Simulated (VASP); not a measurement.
# Sb (P6_3/mmc) in VASP: a series of runs, part 2 of 2

VASP 6.6.1. The steps go on from the part before.

## 3. Phonon dispersion, PBE

INCAR

```
PREC     = Accurate       # precision mode
ENCUT    = 520            # plane-wave cutoff, eV
EDIFF    = 1E-7           # SCF threshold, eV
ISMEAR   = 0              # smearing method
SIGMA    = 0.02           # smearing width, eV
LREAL    = Auto         
LASPH    = T              # aspherical terms in the spheres
NELM     = 60             # most SCF steps
ALGO     = Normal         # electronic algorithm
ISIF     = 2              # what is computed and relaxed
LWAVE    = F              # write WAVECAR
LCHARG   = F              # write CHGCAR
GGA      = PE             # functional
IBRION   = 6              # ionic algorithm
NFREE    = 2            
POTIM    = 0.015          # step
NSW      = 1              # ionic steps
LPHON_DISPERSION= T            
PHON_NWRITE= -3
```

KPOINTS

```
Automatic mesh
0
Gamma
  3 3 2
```

POSCAR

```
Sb
1.0
    6.7090648372      0.0000000000      0.0000000000
   -3.3545324186      5.8102205846      0.0000000000
    0.0000000000      0.0000000000     10.9403213000
Sb
16
Direct
    0.3333333334      0.1666666666      0.3750000000
    0.3333333334      0.1666666666      0.8750000000
    0.3333333334      0.6666666667      0.3750000000
    0.3333333334      0.6666666667      0.8750000000
    0.8333333333      0.1666666666      0.3750000000
    0.8333333333      0.1666666666      0.8750000000
    0.8333333334      0.6666666667      0.3750000000
    0.8333333334      0.6666666667      0.8750000000
    0.1666666666      0.3333333334      0.1250000000
    0.1666666666      0.3333333334      0.6250000000
    0.1666666666      0.8333333334      0.1250000000
    0.1666666666      0.8333333334      0.6250000000
    0.6666666666      0.3333333334      0.1250000000
    0.6666666666      0.3333333334      0.6250000000
    0.6666666666      0.8333333334      0.1250000000
    0.6666666666      0.8333333334      0.6250000000
```

QPOINTS

```
path GMKGALHA,LM,KH
8
line-mode
reciprocal
 0.0000000000  0.0000000000  0.0000000000  G
 0.5000000000  0.0000000000  0.0000000000  M

 0.5000000000  0.0000000000  0.0000000000  M
 0.3333333333  0.3333333333  0.0000000000  K

 0.3333333333  0.3333333333  0.0000000000  K
 0.0000000000  0.0000000000  0.0000000000  G

 0.0000000000  0.0000000000  0.0000000000  G
 0.0000000000  0.0000000000  0.5000000000  A

 0.0000000000  0.0000000000  0.5000000000  A
 0.5000000000  0.0000000000  0.5000000000  L

 0.5000000000  0.0000000000  0.5000000000  L
 0.3333333333  0.3333333333  0.5000000000  H

 0.3333333333  0.3333333333  0.5000000000  H
 0.0000000000  0.0000000000  0.5000000000  A

 0.5000000000  0.0000000000  0.5000000000  L
 0.5000000000  0.0000000000  0.0000000000  M

 0.3333333333  0.3333333333  0.0000000000  K
 0.3333333333  0.3333333333  0.5000000000  H
```

Potentials or basis: VASP PAW PBE potentials, release 64 (Sb).

Command:

```sh
> cat potpaw_PBE.64/Sb/POTCAR > POTCAR
> mpirun -np 1 vasp_std > vasp.out
```

OUTCAR:

```text
PREC = Accurate
   ENCUT = 520
   EDIFF = 1E-7
   ISMEAR = 0
   LREAL = Auto
   LASPH = T
   NELM = 60
   ISIF = 2
   GGA = PE
   IBRION = 6
   NFREE = 2
   POTIM = 0.015
   NSW = 1

 ion  position               nearest neighbor table
   1  0.333  0.167  0.375-  11 3.35  12 3.35  13 3.35  14 3.35   9 3.35  10 3.35   3 3.35   5 3.35
                             7 3.35   7 3.35   3 3.35   5 3.35
   2  0.333  0.167  0.875-  11 3.35  12 3.35  13 3.35  14 3.35   9 3.35  10 3.35   4 3.35   6 3.35
                             8 3.35   8 3.35   4 3.35   6 3.35
   3  0.333  0.667  0.375-  15 3.35  16 3.35   9 3.35  10 3.35  11 3.35  12 3.35   1 3.35   5 3.35
                             7 3.35   7 3.35   1 3.35   5 3.35
   4  0.333  0.667  0.875-  15 3.35  16 3.35   9 3.35  10 3.35  11 3.35  12 3.35   2 3.35   6 3.35
                             8 3.35   8 3.35   2 3.35   6 3.35
   5  0.833  0.167  0.375-  15 3.35  16 3.35   9 3.35  10 3.35  13 3.35  14 3.35   3 3.35   1 3.35
                             7 3.35   7 3.35   3 3.35   1 3.35
[... 793 lines left out ...]

 INTERNAL STRAIN TENSOR FOR ION    1 for displacements in x,y,z  (eV/Angst):
          X           Y           Z          XY          YZ          ZX
  --------------------------------------------------------------------------------
  x     0.00000     0.00000     0.00000     2.70307     0.00000     0.00000
  y     2.70307    -2.70307    -0.00000     0.00000     0.00000     0.00000
  z     0.00000     0.00000    -0.00000    -0.00000    -0.00000     0.00000
[... 8 lines left out ...]
 INTERNAL STRAIN TENSOR FOR ION   16 for displacements in x,y,z  (eV/Angst):
          X           Y           Z          XY          YZ          ZX
  --------------------------------------------------------------------------------
  x    -0.00000    -0.00000    -0.00000    -2.70307     0.00000     0.00000
  y    -2.70307     2.70307     0.00000    -0.00000     0.00000     0.00000
  z    -0.00000    -0.00000     0.00000     0.00000     0.00000    -0.00000

 Eigenvectors and eigenvalues of the dynamical matrix
   1 f  =    3.489416 THz    21.924648 2PiTHz  116.394390 cm-1    14.431059 meV
   2 f  =    3.117427 THz    19.587371 2PiTHz  103.986171 cm-1    12.892636 meV
   3 f  =    3.117427 THz    19.587371 2PiTHz  103.986171 cm-1    12.892636 meV
   4 f  =    3.117427 THz    19.587371 2PiTHz  103.986171 cm-1    12.892636 meV
   5 f  =    2.953691 THz    18.558587 2PiTHz   98.524521 cm-1    12.215478 meV
   6 f  =    2.953691 THz    18.558587 2PiTHz   98.524521 cm-1    12.215478 meV
[... 39 lines left out ...]
  46 f  =    0.000000 THz     0.000001 2PiTHz    0.000003 cm-1     0.000000 meV
  47 f  =    0.000000 THz     0.000000 2PiTHz    0.000002 cm-1     0.000000 meV
  48 f/i=    0.000000 THz     0.000001 2PiTHz    0.000003 cm-1     0.000000 meV

 ELASTIC MODULI CONTR FROM IONIC RELAXATION (kBar)
 Direction    XX          YY          ZZ          XY          YZ          ZX
 --------------------------------------------------------------------------------
 XX       -1192.1158   1192.1158      0.0000      0.0000      0.0000     -0.0000
 YY        1192.1158  -1192.1158     -0.0000     -0.0000     -0.0000      0.0000
 ZZ           0.0000     -0.0000     -0.0000     -0.0000     -0.0000      0.0000
 XY           0.0000     -0.0000     -0.0000  -1192.1158     -0.0000      0.0000
 YZ           0.0000     -0.0000     -0.0000     -0.0000     -0.0000      0.0000
 ZX          -0.0000      0.0000      0.0000      0.0000      0.0000     -0.0000
 --------------------------------------------------------------------------------
[... 569 lines left out ...]
 q-point No.           q_x           q_y           q_z  q-path length
          72      0.333333      0.333333      0.500000       1.214644
  frequencies
   [THz]           0.789503      0.789503      1.224040      1.224040      1.450933      1.450933
   [2Pi THz]       4.960595      4.960595      7.690868      7.690868      9.116482      9.116482
   [cm-1]         26.334993     26.334993     40.829568     40.829568     48.397920     48.397920
   [meV]           3.265122      3.265122      5.062219      5.062219      6.000575      6.000575
```

It took 11 min on 1 thread of Intel Xeon Platinum 8375C at 2.90GHz (Ice Lake), shared host; peak memory 0.6 GiB.

Results:

```
Highest phonon frequency : 116 cm⁻¹
```

Phonon frequencies in cm⁻¹ (negative: imaginary):
```csv
q point,frequencies
"(0.000, 0.000, 0.000)",0 0 0 29 29 116
"(0.429, 0.000, 0.000)",10 46 47 64 74 102
"(0.405, 0.190, 0.000)",50 50 51 58 74 95
"(0.238, 0.238, 0.000)",42 44 57 65 73 89
"(0.000, 0.000, 0.000)",0 0 0 29 29 116
"(0.000, 0.000, 0.429)",10 10 17 17 90 105
"(0.286, 0.000, 0.500)",14 14 41 41 73 73
"(0.452, 0.095, 0.500)",19 19 40 40 57 57
"(0.333, 0.333, 0.500)",26 26 41 41 48 48
"(0.048, 0.048, 0.500)",13 13 18 18 96 96
"(0.500, 0.000, 0.214)",-3 41 48 53 66 90
"(0.333, 0.333, 0.143)",46 46 61 68 68 75
```

Phonon frequencies at the corners of the path (cm⁻¹, interpolated; i marks imaginary ones):
| point | frequencies |
| --- | --- |
| Γ | 0 0 0 29 29 116 |
| M | 12 48 51 56 76 104 |
| K | 49 49 65 73 73 80 |
| A | 13 13 13 13 99 99 |
| L | 15 15 42 42 58 58 |
| H | 26 26 41 41 48 48 |

Caveat: the k mesh is coarse (spacing up to 0.36 Å⁻¹), so the values aren't converged; some modes are imaginary.

## 4. Wannier functions by SCDM, PBE

POSCAR

```
Sb
1.0
    3.3545324186      0.0000000000      0.0000000000
   -1.6772662093      2.9051102923      0.0000000000
    0.0000000000      0.0000000000      5.4701606500
Sb
2
Direct
    0.6666666667      0.3333333333      0.7500000000
    0.3333333333      0.6666666667      0.2500000000
```

INCAR.step1

```
SYSTEM = Sb
ALGO     = Normal         ! electronic algorithm
EDIFF    = 1E-6           ! SCF threshold, eV
ENCUT    = 520            ! plane-wave cutoff, eV
GGA      = PE             ! functional
ISIF     = 2              ! what is computed and relaxed
ISMEAR   = 0              ! smearing method
LASPH    = .TRUE.         ! aspherical terms in the spheres
LCHARG   = .TRUE.         ! write CHGCAR
LREAL    = .FALSE.        ! projectors in reciprocal space
LWAVE    = .TRUE.         ! write WAVECAR
NELM     = 100            ! most SCF steps
PREC     = Accurate       ! precision mode
SIGMA    = 0.02           ! smearing width, eV
```

INCAR.step2

```
SYSTEM = Sb
ALGO     = Normal         ! electronic algorithm
EDIFF    = 1E-6           ! SCF threshold, eV
ENCUT    = 520            ! plane-wave cutoff, eV
GGA      = PE             ! functional
ICHARG   = 11             ! starting density
ISIF     = 2              ! what is computed and relaxed
ISMEAR   = 0              ! smearing method
ISTART   = 1            
ISYM     = -1           
LASPH    = .TRUE.         ! aspherical terms in the spheres
LCHARG   = .FALSE.        ! write CHGCAR
LREAL    = .FALSE.        ! projectors in reciprocal space
LSCDM    = .TRUE.       
LWAVE    = .FALSE.        ! write WAVECAR
NELM     = 100            ! most SCF steps
NUM_WANN = 5            
PREC     = Accurate       ! precision mode
SIGMA    = 0.02           ! smearing width, eV
```

KPOINTS

```
k-points
0
G
  5 5 3
  0 0 0
```

KPOINTS_OPT

```
path GMKGALHA,LM,KH
12
line-mode
reciprocal
 0.0000000000  0.0000000000  0.0000000000  G
 0.5000000000  0.0000000000  0.0000000000  M

 0.5000000000  0.0000000000  0.0000000000  M
 0.3333333333  0.3333333333  0.0000000000  K

 0.3333333333  0.3333333333  0.0000000000  K
 0.0000000000  0.0000000000  0.0000000000  G

 0.0000000000  0.0000000000  0.0000000000  G
 0.0000000000  0.0000000000  0.5000000000  A

 0.0000000000  0.0000000000  0.5000000000  A
 0.5000000000  0.0000000000  0.5000000000  L

 0.5000000000  0.0000000000  0.5000000000  L
 0.3333333333  0.3333333333  0.5000000000  H

 0.3333333333  0.3333333333  0.5000000000  H
 0.0000000000  0.0000000000  0.5000000000  A

 0.5000000000  0.0000000000  0.5000000000  L
 0.5000000000  0.0000000000  0.0000000000  M

 0.3333333333  0.3333333333  0.0000000000  K
 0.3333333333  0.3333333333  0.5000000000  H
```

KPOINTS_WAN

```
path GMKGALHA,LM,KH
12
line-mode
reciprocal
 0.0000000000  0.0000000000  0.0000000000  G
 0.5000000000  0.0000000000  0.0000000000  M

 0.5000000000  0.0000000000  0.0000000000  M
 0.3333333333  0.3333333333  0.0000000000  K

 0.3333333333  0.3333333333  0.0000000000  K
 0.0000000000  0.0000000000  0.0000000000  G

 0.0000000000  0.0000000000  0.0000000000  G
 0.0000000000  0.0000000000  0.5000000000  A

 0.0000000000  0.0000000000  0.5000000000  A
 0.5000000000  0.0000000000  0.5000000000  L

 0.5000000000  0.0000000000  0.5000000000  L
 0.3333333333  0.3333333333  0.5000000000  H

 0.3333333333  0.3333333333  0.5000000000  H
 0.0000000000  0.0000000000  0.5000000000  A

 0.5000000000  0.0000000000  0.5000000000  L
 0.5000000000  0.0000000000  0.0000000000  M

 0.3333333333  0.3333333333  0.0000000000  K
 0.3333333333  0.3333333333  0.5000000000  H
```

Potentials or basis: VASP PAW PBE potentials, release 64 (Sb).

Command:

```sh
> cat potpaw_PBE.64/Sb/POTCAR > POTCAR
> cp INCAR.step1 INCAR
> mpirun -np 1 vasp_std > vasp.out
> cp INCAR.step2 INCAR
> mpirun -np 1 vasp_std > vasp.out
```

OUTCAR:

```text
SYSTEM = Sb
   EDIFF = 1E-6
   ENCUT = 520
   GGA = PE
   ICHARG = 11
   ISIF = 2
   ISMEAR = 0
   ISTART = 1
   ISYM = -1
   LASPH = .TRUE.
   LREAL = .FALSE.
   NELM = 100
   PREC = Accurate

 ion  position               nearest neighbor table
   1  0.667  0.333  0.750-   2 3.35   2 3.35   2 3.35   2 3.35   2 3.35   2 3.35
   2  0.333  0.667  0.250-   1 3.35   1 3.35   1 3.35   1 3.35   1 3.35   1 3.35

IMPORTANT INFORMATION: All symmetrisations will be switched off!
NOSYMM: (Re-)initialisation of all symmetry stuff for point group C_1.

----------------------------------------------------------------------------------------

                                     Primitive cell

  volume of cell :      53.3083

  direct lattice vectors                    reciprocal lattice vectors
     3.354532419  0.000000000  0.000000000     0.298104139  0.172110505  0.000000000
    -1.677266209  2.905110292  0.000000000     0.000000000  0.344221010  0.000000000
     0.000000000  0.000000000  5.470160650     0.000000000  0.000000000  0.182809987

  length of vectors
     3.354532419  3.354532419  5.470160650     0.344221010  0.344221010  0.182809987

  position of ions in fractional coordinates (direct lattice)
     0.666666667  0.333333333  0.750000000
     0.333333333  0.666666667  0.250000000

[... 136 lines left out ...]
      3       2.8078      2.00000
      4      12.2520      0.00000
      5      12.2520      0.00000
      6      13.8854      0.00000
      7      13.8854      0.00000
      8      14.1793      0.00000
      9      16.3854      0.00000
[... 265 lines left out ...]
 k-point    24 :      -0.4000   -0.2000    0.0000
  band No.  band energies     occupation
      1      -0.2783      2.00000
      2       0.7621      2.00000
      3       4.4441      2.00000
      4       6.0554      2.00000
      5       6.5150      2.00000
      6       6.9490      2.00000
      7       8.5624      1.99936
      8       9.3323      0.00000
      9      13.1505      0.00000

 [... further k-points ...]

------------------------ aborting loop because EDIFF is reached ----------------------------------------

  FORCE on cell =-STRESS in cart. coord.  units (eV):
  Direction    XX          YY          ZZ          XY          YZ          ZX
  --------------------------------------------------------------------------------------
  -------------------------------------------------------------------------------------
  Total       -0.5619181     -0.5619382      1.3145846     -0.0000136     -0.0000067      0.0000009
  in kB      -16.8884152    -16.8890206     39.5097642     -0.0004100     -0.0002018      0.0000285
  external PRESSURE =       1.9107762 kB  Pullay stress =       0.0000000 kB

 VOLUME and BASIS-vectors are now :
 -----------------------------------------------------------------------------
  energy-cutoff  :      520.00
  volume of cell :       53.31
      direct lattice vectors                 reciprocal lattice vectors
     3.354532419  0.000000000  0.000000000     0.298104139  0.172110505  0.000000000
    -1.677266209  2.905110292  0.000000000     0.000000000  0.344221010  0.000000000
     0.000000000  0.000000000  5.470160650     0.000000000  0.000000000  0.182809987

 POSITION                                       TOTAL-FORCE (eV/Angst)
 -----------------------------------------------------------------------------------
      1.67727      0.96837      4.10262        -0.000005      0.000003     -0.000001
     -0.00000      1.93674      1.36754         0.000005     -0.000003      0.000001
 -----------------------------------------------------------------------------------
    total drift:                               -0.000000      0.000000      0.000000

  FREE ENERGIE OF THE ION-ELECTRON SYSTEM (eV)
  ---------------------------------------------------
  free  energy   TOTEN  =        -7.7479443913 eV

  energy  without entropy=       -7.7479389651  energy(sigma->0) =       -7.74794168
```

OUTCAR.step1:

```text
SYSTEM = Sb
   EDIFF = 1E-6
   ENCUT = 520
   GGA = PE
   ISIF = 2
   ISMEAR = 0
[... 330 lines left out ...]
      1.67727      0.96837      4.10262         0.000000     -0.000000      0.000000
     -0.00000      1.93674      1.36754        -0.000000      0.000000      0.000000
 -----------------------------------------------------------------------------------
    total drift:                                0.000000     -0.000000      0.000000

  FREE ENERGIE OF THE ION-ELECTRON SYSTEM (eV)
  ---------------------------------------------------
  free  energy   TOTEN  =        -7.7479436482 eV

  energy  without entropy=       -7.7479382198  energy(sigma->0) =       -7.74794093
```

Run time: 38 s. Hardware: 1 thread of Intel Xeon Platinum 8375C at 2.90GHz (Ice Lake), shared host; peak memory 0.2 GiB.

Results:

| Quantity | Value |
| --- | --- |
| Band gap along the path | none (metal or under the smearing width) |

Levels at the corners of the path, in eV from the Fermi level:
```tsv
point	band 1	band 2	band 3	band 4	band 5	band 6	band 7	band 8	band 9
Γ	-12.97	-9.16	-5.80	3.64	3.64	5.27	5.27	5.57	7.77
M	-9.36	-8.05	-4.33	-3.08	-2.22	-0.07	0.40	3.70	4.46
M	-9.36	-8.05	-4.33	-3.08	-2.22	-0.07	0.40	3.70	4.46
K	-8.13	-8.13	-4.47	-2.18	-2.18	-1.05	-0.69	-0.69	3.61
K	-8.13	-8.13	-4.47	-2.18	-2.18	-1.05	-0.69	-0.69	3.61
Γ	-12.97	-9.16	-5.80	3.64	3.64	5.27	5.27	5.57	7.77
Γ	-12.97	-9.16	-5.80	3.64	3.64	5.27	5.27	5.57	7.77
A	-11.73	-11.73	-0.74	-0.74	4.45	4.45	4.45	4.45	8.71
A	-11.73	-11.73	-0.74	-0.74	4.45	4.45	4.45	4.45	8.71
L	-8.48	-8.48	-5.35	-5.35	1.65	1.65	1.87	1.87	5.83
L	-8.48	-8.48	-5.35	-5.35	1.65	1.65	1.87	1.87	5.83
H	-7.81	-7.81	-4.27	-4.27	-3.25	-3.25	3.10	3.10	7.52
H	-7.81	-7.81	-4.27	-4.27	-3.25	-3.25	3.10	3.10	7.52
A	-11.73	-11.73	-0.74	-0.74	4.45	4.45	4.45	4.45	8.71
L	-8.48	-8.48	-5.35	-5.35	1.65	1.65	1.87	1.87	5.83
M	-9.36	-8.05	-4.33	-3.08	-2.22	-0.07	0.40	3.70	4.46
K	-8.13	-8.13	-4.47	-2.18	-2.18	-1.05	-0.69	-0.69	3.61
H	-7.81	-7.81	-4.27	-4.27	-3.25	-3.25	3.10	3.10	7.52
```

Caveat: the k mesh is coarse (spacing up to 0.43 Å⁻¹), so the values aren't converged; spin-orbit coupling is left out, which moves the levels of the heavy elements.
